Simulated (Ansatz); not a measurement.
Space group Fd-3m:1 (No. 227). a = 6.540 Å, b = 6.540 Å, c = 6.540 Å, α = 90.00°, β = 90.00°, γ = 90.00°
```
atom site symmetry x y z
  Sn    8b      -43m  0.0000  0.0000  0.5000
```

Equation of state of this Sn structure (not necessarily the ground state), with shape and atoms relaxed at each volume where symmetry leaves them free. It has no gap at any of these volumes. Level of theory: Ansatz 0.2.0, DFT PBEsol, scalar-relativistic, plane waves, PAW.

Plane waves to 420 eV, a k mesh through Γ of 12×12×12 on the computed 2-atom cell and Gaussian smearing (0.10 eV); no spin polarisation.

```json
{"V (Å³/atom)": "32.873", "E − E(largest V) (meV/atom)": "3.73", "P (GPa)": "2.98"}
{"V (Å³/atom)": "33.922", "E − E(largest V) (meV/atom)": "-10.24", "P (GPa)": "1.36"}
{"V (Å³/atom)": "34.971", "E − E(largest V) (meV/atom)": "-14.52", "P (GPa)": "0.00"}
{"V (Å³/atom)": "36.020", "E − E(largest V) (meV/atom)": "-10.68", "P (GPa)": "-1.14"}
{"V (Å³/atom)": "37.070", "E − E(largest V) (meV/atom)": "0.00", "P (GPa)": "-2.10"}
```

Problem. Fit a third-order Birch–Murnaghan equation to E(V).

Solution. V0 = 34.97 Å³/atom, B0 = 41 GPa, B0' = 4.8.